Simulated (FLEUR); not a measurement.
# TePb (Fm-3m) in FLEUR: settings compared

Aim: see how the results for TePb move with the level of theory and the settings. Levels: PBE, RPBE. Tasks: band structure.

All numbers are computed with FLEUR MaX-R8.1 (patched build s14); they aren't measurements. Logs are shortened: lines on timing, memory, paths and dates and some standing lists are left out, and cuts for length are marked.

**What was measured.**

From a printed reference work, monograph, for a bulk crystal of TePb at 4.2 K: band gap 0.19 eV (direct).

The results are compared with them further down.

### 1 The structure

It takes space group Fm-3m (No. 225, cubic). The conventional cell has a = 6.462 Å, b = 6.462 Å, c = 6.462 Å, α = 90.00°, β = 90.00°, γ = 90.00°. Around Pb (site symmetry m-3m) lie 6 Te at 3.23 Å. Around Te (site symmetry m-3m) lie 6 Pb at 3.23 Å.

### 2 Band structure, PBE

File inp.xml:

```xml
<?xml version="1.0" encoding="UTF-8" standalone="no"?>
<fleurInput fleurInputVersion="0.39">
   <comment>
      TePb                                                                                                
   </comment>
   <calculationSetup>
      <cutoffs Kmax="3.8" Gmax="11.8" GmaxXC="11.8" numbands="0"/>
      <scfLoop itmax="60" minDistance="0.00001" maxIterBroyd="15" imix="Anderson" alpha="0.05" precondParam="0.0" spinf="2.0"/>
      <coreElectrons ctail="T" frcor="F" kcrel="0" coretail_lmax="0"/>
      <xcFunctional name="pbe" relativisticCorrections="F"/>
      <magnetism jspins="1"/>
      <soc l_soc="F" theta="0.0" phi="0.0" spav="F"/>
      <expertModes spex="0" secvar="F"/>
      <geometryOptimization l_f="F" forcealpha="1.0" forcemix="BFGS" epsdisp="0.00001" epsforce="0.00001"/>
      <ldaU l_linMix="F" mixParam="0.05" spinf="1.0"/>
   </calculationSetup>
   <cell>
      <bzIntegration valenceElectrons="42.0" mode="hist" fermiSmearingEnergy="0.00183747">
         <kPointListSelection listName="default-1"/>
         <!-- k-points included here -->
         <xi:include xmlns:xi="http://www.w3.org/2001/XInclude" href="kpts.xml"> </xi:include>
      </bzIntegration>
      <!-- symmetry operations included here -->
[... 32 lines left out ...]
            <stateOccupation state="(5p1/2)" spinUp="0.666667" spinDown="0.666667"/>
            <stateOccupation state="(5p3/2)" spinUp="1.333333" spinDown="1.333333"/>
         </electronConfig>
         <energyParameters s="5" p="5" d="5" f="4"/>
         <lo type="SCLO" l="1" n="4" eDeriv="0"/>
         <lo type="SCLO" l="1" n="4" eDeriv="1"/>
         <lo type="SCLO" l="2" n="4" eDeriv="0"/>
         <lo type="SCLO" l="2" n="4" eDeriv="1"/>
         <lo type="SCLO" l="0" n="5" eDeriv="2"/>
         <lo type="SCLO" l="3" n="4" eDeriv="2"/>
      </species>
   </atomSpecies>
   <atomGroups>
      <atomGroup species="Lead (Pb)">
         <relPos label="                   1">.0000000000 .0000000000 .0000000000</relPos>
         <force calculate="T" relaxXYZ="TTT"/>
      </atomGroup>
      <atomGroup species="Tellurium (Te)">
         <relPos label="                   2">1.000/2.000 1.000/2.000 1.000/2.000</relPos>
         <force calculate="T" relaxXYZ="TTT"/>
      </atomGroup>
   </atomGroups>
   <output dos="F" band="F" slice="F">
      <checks vchk="F" cdinf="F"/>
      <bandDOS minEnergy="-.5*Htr" maxEnergy="0.5*Htr" sigma="0.015" storeEVData="T"/>
      <vacuumDOS vacdos="F" integ="F" star="F" nstars="0" locx1="0.0" locy1="0.0" locx2="0.0" locy2="0.0" nstm="0" tworkf="0.0"/>
      <unfoldingBand unfoldBand="F" supercellX="1" supercellY="1" supercellZ="1"/>
      <plotting iplot="0" polar="F">
         <plot TwoD="T" vec1="  1.0  0.0  0.0" vec2="  0.0  1.0  0.0" vec3="  0.0  0.0  1.0" zero="  0.0  0.0  0.0" file="plot"/>
      </plotting>
      <chargeDensitySlicing numkpt="0" minEigenval="0.0" maxEigenval="0.0" nnne="0" pallst="F"/>
      <specialOutput eonly="F"/>
      <magneticCircularDichroism mcd="F" energyLo="-10.0" energyUp="0.0"/>
   </output>
  <!-- We include the file relax.xml here to enable relaxations (see documentation) -->
  <xi:include xmlns:xi="http://www.w3.org/2001/XInclude" href="relax.xml"> <xi:fallback/> </xi:include>
</fleurInput>
```

File crystal.txt:

```
TePb
&input cartesian=F /
0.0000000000  3.2310000000  3.2310000000
3.2310000000  0.0000000000  3.2310000000
3.2310000000  3.2310000000  0.0000000000
1.8897261246
1.0 1.0 1.0

2
82 0.0000000000  0.0000000000  0.0000000000
52 0.5000000000  0.5000000000  0.5000000000

&kpt div1=7 div2=7 div3=7 gamma=T /
```

File inp.xml (bands):

```
<?xml version="1.0" encoding="UTF-8" standalone="no"?>
<fleurInput fleurInputVersion="0.39">
   <comment>
      TePb                                                                                                
   </comment>
   <calculationSetup>
      <cutoffs Kmax="3.8" Gmax="11.8" GmaxXC="11.8" numbands="0"/>
      <scfLoop itmax="60" minDistance="0.00001" maxIterBroyd="15" imix="Anderson" alpha="0.05" precondParam="0.0" spinf="2.0"/>
      <coreElectrons ctail="T" frcor="F" kcrel="0" coretail_lmax="0"/>
      <xcFunctional name="pbe" relativisticCorrections="F"/>
      <magnetism jspins="1"/>
      <soc l_soc="F" theta="0.0" phi="0.0" spav="F"/>
      <expertModes spex="0" secvar="F"/>
      <geometryOptimization l_f="F" forcealpha="1.0" forcemix="BFGS" epsdisp="0.00001" epsforce="0.00001"/>
      <ldaU l_linMix="F" mixParam="0.05" spinf="1.0"/>
   </calculationSetup>
   <cell>
      <bzIntegration valenceElectrons="42.0" mode="hist" fermiSmearingEnergy="0.00183747">
         <kPointListSelection listName="path-1"/>
         <!-- k-points included here -->
         <xi:include xmlns:xi="http://www.w3.org/2001/XInclude" href="kpts.xml"> </xi:include>
      </bzIntegration>
      <!-- symmetry operations included here -->
      <xi:include xmlns:xi="http://www.w3.org/2001/XInclude" href="sym.xml"> </xi:include>
      <bulkLattice scale="1.0">
[... 31 lines left out ...]
            <stateOccupation state="(5p3/2)" spinUp="1.333333" spinDown="1.333333"/>
         </electronConfig>
         <energyParameters s="5" p="5" d="5" f="4"/>
         <lo type="SCLO" l="1" n="4" eDeriv="0"/>
         <lo type="SCLO" l="1" n="4" eDeriv="1"/>
         <lo type="SCLO" l="2" n="4" eDeriv="0"/>
         <lo type="SCLO" l="2" n="4" eDeriv="1"/>
         <lo type="SCLO" l="0" n="5" eDeriv="2"/>
         <lo type="SCLO" l="3" n="4" eDeriv="2"/>
      </species>
   </atomSpecies>
   <atomGroups>
      <atomGroup species="Lead (Pb)">
         <relPos label="                   1">.0000000000 .0000000000 .0000000000</relPos>
         <force calculate="T" relaxXYZ="TTT"/>
      </atomGroup>
      <atomGroup species="Tellurium (Te)">
         <relPos label="                   2">1.000/2.000 1.000/2.000 1.000/2.000</relPos>
         <force calculate="T" relaxXYZ="TTT"/>
      </atomGroup>
   </atomGroups>
   <output dos="F" band="T" slice="F">
      <checks vchk="F" cdinf="F"/>
      <bandDOS minEnergy="-.5*Htr" maxEnergy="0.5*Htr" sigma="0.015" storeEVData="T"/>
      <vacuumDOS vacdos="F" integ="F" star="F" nstars="0" locx1="0.0" locy1="0.0" locx2="0.0" locy2="0.0" nstm="0" tworkf="0.0"/>
      <unfoldingBand unfoldBand="F" supercellX="1" supercellY="1" supercellZ="1"/>
      <plotting iplot="0" polar="F">
         <plot TwoD="T" vec1="  1.0  0.0  0.0" vec2="  0.0  1.0  0.0" vec3="  0.0  0.0  1.0" zero="  0.0  0.0  0.0" file="plot"/>
      </plotting>
      <chargeDensitySlicing numkpt="0" minEigenval="0.0" maxEigenval="0.0" nnne="0" pallst="F"/>
      <specialOutput eonly="F"/>
      <magneticCircularDichroism mcd="F" energyLo="-10.0" energyUp="0.0"/>
   </output>
  <!-- We include the file relax.xml here to enable relaxations (see documentation) -->
  <xi:include xmlns:xi="http://www.w3.org/2001/XInclude" href="relax.xml"> <xi:fallback/> </xi:include>
</fleurInput>
```

Potentials or basis: all-electron, FLAPW.

Launch:

```bash
inpgen -f crystal.txt -profile fastHighL
# inp.xml edited to the form shown
fleur
fleur   # second run, on inp.xml (bands)
```

Standard output:

```text
Welcome to FLEUR        (www.flapw.de)
      MaX-Release 8.1          (www.max-centre.eu)

 ========== k-point set info ==========
 Selected k-point list: default-1
 k-point list type: mesh
 7 x 7 x 7
 Number of k points: 20

 ------------Calculation Setup---------------------------
 Number of OMP-threads    :            1
 Number of basis functions:          515
 Approximate size of matrices (H+S) per k-point:         0.004 GB
 --------------------------------------------------------
 Iteration:     1   Distance:       8.26986766 me/bohr^3
 Iteration:     2   Distance:       7.74641731 me/bohr^3
 Iteration:     3   Distance:       3.20309519 me/bohr^3
 Iteration:     4   Distance:       0.96001351 me/bohr^3
 Iteration:     5   Distance:       0.67107333 me/bohr^3
 Iteration:     6   Distance:       0.07279611 me/bohr^3
 Iteration:     7   Distance:       0.05888967 me/bohr^3
 Iteration:     8   Distance:       0.01637414 me/bohr^3
 Iteration:     9   Distance:       0.00178736 me/bohr^3
 Iteration:    10   Distance:       0.00109013 me/bohr^3
 Iteration:    11   Distance:       0.00060050 me/bohr^3
 Iteration:    12   Distance:       0.00011739 me/bohr^3
 Iteration:    13   Distance:       0.00004834 me/bohr^3
 Iteration:    14   Distance:       0.00001173 me/bohr^3
 Iteration:    15   Distance:       0.00000142 me/bohr^3

 ********************************************************************
 Run finished successfully
 Stop message:
   all done
 ********************************************************************
```

output (bands):

```text
Welcome to FLEUR        (www.flapw.de)
      MaX-Release 8.1          (www.max-centre.eu)

 ========== k-point set info ==========
 Selected k-point list: path-1
 k-point list type: path
 Number of k points: 60

 ------------Calculation Setup---------------------------
 Number of OMP-threads    :            1
 Number of basis functions:          528
 Approximate size of matrices (H+S) per k-point:         0.004 GB
 --------------------------------------------------------
 Fermi energy correction for insulators:
 No automatic correction of the Fermi energy has been performed.

 Note: Band structure data (together with different weights) is also stored in the banddos.hdf file.
       A convenient way of extracting and plotting the data from that file is by making use of the

 ********************************************************************
 Run finished successfully
 Stop message:
   Charge density postprocessing done.
 ********************************************************************
```

out.xml (last iteration):

```text
<iteration numberForCurrentRun="   15" overallNumber="   15">
         <energyParameters units="Htr">
            <atomicEP atomType="1" spin="1" branch="6s" branchLowest="-4.91" branchHighest="0.53" value="-0.0929186706"/>
            <atomicEP atomType="1" spin="1" branch="6p" branchLowest="-2.76" branchHighest="1.37" value="0.1907719056"/>
            <atomicEP atomType="1" spin="1" branch="5d" branchLowest="-14.36" branchHighest="-0.33" value="-0.3613721267"/>
            <atomicEP atomType="1" spin="1" branch="5f" branchLowest="-4.50" branchHighest="1.83" value="0.5306289377"/>
            <loAtomicEP atomType="1" spin="1" branch="5p" branchLowest="-23.29" branchHighest="-2.76" value="-2.7658637306"/>
            <loAtomicEP atomType="1" spin="1" branch="5p" branchLowest="-23.29" branchHighest="-2.76" value="-2.7658637306"/>
            <loAtomicEP atomType="1" spin="1" branch="6s" branchLowest="-4.91" branchHighest="0.53" value="-0.0929186706"/>
            <loAtomicEP atomType="1" spin="1" branch="5d" branchLowest="-14.36" branchHighest="-0.33" value="-0.3992084008"/>
            <loAtomicEP atomType="1" spin="1" branch="5f" branchLowest="-4.50" branchHighest="1.83" value="0.5306068510"/>
            <atomicEP atomType="2" spin="1" branch="5s" branchLowest="-5.62" branchHighest="0.30" value="-0.1767801142"/>
            <atomicEP atomType="2" spin="1" branch="5p" branchLowest="-3.78" branchHighest="0.92" value="0.1209242545"/>
            <atomicEP atomType="2" spin="1" branch="5d" branchLowest="-1.10" branchHighest="2.02" value="0.3675513289"/>
            <atomicEP atomType="2" spin="1" branch="4f" branchLowest="-9.99" branchHighest="1.53" value="0.5257512492"/>
            <loAtomicEP atomType="2" spin="1" branch="4p" branchLowest="-29.09" branchHighest="-3.78" value="-3.7818011209"/>
            <loAtomicEP atomType="2" spin="1" branch="4p" branchLowest="-29.09" branchHighest="-3.78" value="-3.7818011209"/>
            <loAtomicEP atomType="2" spin="1" branch="4d" branchLowest="-20.14" branchHighest="-1.10" value="-1.1119624246"/>
            <loAtomicEP atomType="2" spin="1" branch="4d" branchLowest="-20.14" branchHighest="-1.10" value="-1.1119624246"/>
            <loAtomicEP atomType="2" spin="1" branch="5s" branchLowest="-5.62" branchHighest="0.30" value="-0.1767801142"/>
            <loAtomicEP atomType="2" spin="1" branch="4f" branchLowest="-9.99" branchHighest="1.53" value="0.5257462392"/>
         </energyParameters>
         <eigenvalues>
            <eigenvaluesAt spin="1" ikpt="1" k_x="0.00000000" k_y="0.00000000" k_z="0.00000000">
                      -3.7816565078       -3.7816565078       -3.7816565078       -2.7649275286       -2.7649275286
                      -2.7649275286       -1.1116125051       -1.1116125051       -1.1114104655       -1.1114104655
                      -1.1114104655       -0.3967871677       -0.3967871677       -0.3964699844       -0.3964699844
[... 42 lines left out ...]
            <totalCharge value="42.0000000000"/>
         </valenceDensity>
         <coreStates atomType="     1" atomicNumber=" 82" spin="1" kinEnergy="  24108.4309610013" eigValSum=" -12925.3449182963" lostElectrons=" 0.000046">
            <state n="1" l="0" j="0.5" energy="-3232.9402151000" weight="1.0000000000"/>
            <state n="2" l="0" j="0.5" energy="-577.4358960979" weight="1.0000000000"/>
            <state n="2" l="1" j="0.5" energy="-554.4345713844" weight="1.0000000000"/>
            <state n="2" l="1" j="1.5" energy="-473.9521184496" weight="2.0000000000"/>
            <state n="3" l="0" j="0.5" energy="-138.3183558879" weight="1.0000000000"/>
            <state n="3" l="1" j="0.5" energy="-127.9564309766" weight="1.0000000000"/>
[... 9 lines left out ...]
            <state n="4" l="3" j="3.5" energy="-4.4192854396" weight="4.0000000000"/>
            <state n="5" l="0" j="0.5" energy="-4.9065864714" weight="1.0000000000"/>
         </coreStates>
         <coreStates atomType="     2" atomicNumber=" 52" spin="1" kinEnergy="   6890.6755837738" eigValSum="  -4093.3948410014" lostElectrons=" 0.000011">
            <state n="1" l="0" j="0.5" energy="-1161.1401066024" weight="1.0000000000"/>
            <state n="2" l="0" j="0.5" energy="-177.6562597746" weight="1.0000000000"/>
            <state n="2" l="1" j="0.5" energy="-166.4200104711" weight="1.0000000000"/>
            <state n="2" l="1" j="1.5" energy="-156.3320733270" weight="2.0000000000"/>
            <state n="3" l="0" j="0.5" energy="-35.0233874897" weight="1.0000000000"/>
            <state n="3" l="1" j="0.5" energy="-30.4046292396" weight="1.0000000000"/>
            <state n="3" l="1" j="1.5" energy="-28.5242987842" weight="2.0000000000"/>
            <state n="4" l="0" j="0.5" energy="-5.6182894105" weight="1.0000000000"/>
            <state n="3" l="2" j="1.5" energy="-20.3803176732" weight="2.0000000000"/>
            <state n="3" l="2" j="2.5" energy="-19.9871193146" weight="3.0000000000"/>
         </coreStates>
         <allElectronCharges>
            <spinDependentCharge spin="1" total="134.0000000" interstitial="3.9219652" mtSpheres="130.0780348"/>
            <totalCharge value="133.9999999976"/>
         </allElectronCharges>
         <totalEnergy                                    value="   -27725.1459497003" units="Htr">
            <sumOfEigenvalues                            value="   -17072.7156071837">
               <coreElectrons value="-17018.7397592977"/>
               <valenceElectrons value="-53.9758478860"/>
            </sumOfEigenvalues>
            <densityCoulombPotentialIntegral value="-47885.0686286783"/>
            <densityEffectivePotentialIntegral value="-48625.8850710804"/>
            <chargeDenXCDenIntegral value="-566.4796984452"/>
            <FockExchangeEnergyValence value="0.0000000000"/>
            <FockExchangeEnergyCore value="0.0000000000"/>
            <atomTypeDependentContributions atomType="1">
               <electronNucleiInteractionDifferentMTs value="26464.4054933806"/>
               <MadelungTerm value="-39.3176475791"/>
            </atomTypeDependentContributions>
            <atomTypeDependentContributions atomType="2">
               <electronNucleiInteractionDifferentMTs value="8241.6925161309"/>
               <MadelungTerm value="-23.8857437221"/>
            </atomTypeDependentContributions>
            <tkbTimesEntropy value="0.0000000000"/>
            <freeEnergy value="-27725.1459497003"/>
            <extrapolationTo0K value="-27725.1459497003"/>
         </totalEnergy>
         <densityConvergence units="me/bohr^3">
            <chargeDensity spin="1" distance="0.0000014188"/>
         </densityConvergence>
      </iteration>
```

It took 67 s on 1 thread of Intel Xeon Platinum 8259CL at 2.50GHz (Skylake/Cascade Lake), shared host; peak memory 0.06 GiB.

What came out:

- Free energy: -754439.6552 eV
- Band gap along the path: 0.73 eV, direct
- Valence electrons inside the program's atomic spheres: Pb 17.93; Te 20.15 (radii Pb 2.66, Te 2.66 bohr)

Levels at the corners of the path, in eV from the Fermi level:
```
point  band 18  band 19  band 20  band 21  band 22  band 23  band 24  band 25
    Γ    -5.49    -1.25    -1.25    -1.25     4.18     4.18     4.18     5.92
    X    -7.18    -4.40    -2.70    -2.70     3.40     5.58     5.58     6.81
    W    -7.88    -3.68    -3.68    -0.26     1.78     5.33     5.33     6.96
    K    -7.86    -4.02    -2.20    -1.98     3.68     3.89     5.24     6.05
    Γ    -5.49    -1.25    -1.25    -1.25     4.18     4.18     4.18     5.92
    L    -8.48    -0.79    -0.79     0.11     0.84     1.38     1.38     8.49
    U    -7.86    -4.02    -2.20    -1.98     3.68     3.89     5.24     6.05
    W    -7.88    -3.68    -3.68    -0.26     1.78     5.33     5.33     6.96
    L    -8.48    -0.79    -0.79     0.11     0.84     1.38     1.38     8.49
    K    -7.86    -4.02    -2.20    -1.98     3.68     3.89     5.24     6.05
    U    -7.86    -4.02    -2.20    -1.98     3.68     3.89     5.24     6.05
    X    -7.18    -4.40    -2.70    -2.70     3.40     5.58     5.58     6.81
```

Core levels (eV from the Fermi level):
| atom | levels |
| --- | --- |
| 1 Pb | 1s1/2 -87978.6, 2s1/2 -15718.6, 2p1/2 -15092.8, 2p3/2 -12902.7, 3s1/2 -3769.7, 3p1/2 -3487.7, 3p3/2 -2999.0, 4s1/2 -850.2, 3d3/2 -2536.6, 3d5/2 -2432.6, 4p1/2 -728.2, 4p3/2 -608.6, 4d3/2 -410.2, 4d5/2 -387.9, 4f5/2 -131.1, 4f7/2 -126.1, 5s1/2 -139.3 |
| 2 Te | 1s1/2 -31602.1, 2s1/2 -4840.1, 2p1/2 -4534.3, 2p3/2 -4259.8, 3s1/2 -958.9, 3p1/2 -833.2, 3p3/2 -782.0, 4s1/2 -158.7, 3d3/2 -560.4, 3d5/2 -549.7 |

Caveat: this odd mesh misses L, where the gap lies, so gap, dielectric constants and Born charges aren't listed; spin-orbit coupling is left out, which moves the levels of the heavy elements.

(Part 1 of 2 ends here.)
